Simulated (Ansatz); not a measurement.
Crystal: GaP.

```xyz
2
Lattice="0.0000 2.7252 2.7252 2.7252 0.0000 2.7252 2.7252 2.7252 0.0000" Properties=species:S:1:pos:R:3 pbc="T T T"
Ga    0.0000    0.0000    0.0000
P     4.0879    4.0879    4.0879
```

- Program: Ansatz 0.2.0
- Task: relaxation of cell and atoms
- Functional: revPBE
- Dispersion: D4
- Potentials or basis: all-electron LAPW, scalar-relativistic
- Basis error allowed: 0.001 eV/atom
- k mesh: 8 × 8 × 8
- Occupations: fermi-dirac, width 0.05 eV
- Spin: no spin polarisation

At the start: volume 20.24 Å³/atom.

Task: How do energy, volume and symmetry change on relaxing?

Result: Over 4 steps the energy falls by 3.6 meV/atom and the volume is 19.72 Å³/atom (-2.6 %); space group F-43m (No. 216, to 0.05 Å).

The path:
| step | energy change (eV) | largest force (eV/Å) | volume (Å³) |
| --- | --- | --- | --- |
| 1 | 0.0000 | 0.0000 | 40.48 |
| 2 | -0.0065 | 0.0000 | 39.76 |
| 3 | -0.0072 | 0.0000 | 39.43 |
| 4 | -0.0072 | 0.0000 | 39.43 |

Final structure:
```
Ga P
1.0
     0.00000    2.70148    2.70148
     2.70148    0.00000    2.70148
     2.70148    2.70148    0.00000
Ga P
1 1
Direct
  0.00000 0.00000 0.00000
  0.75000 0.75000 0.75000
```
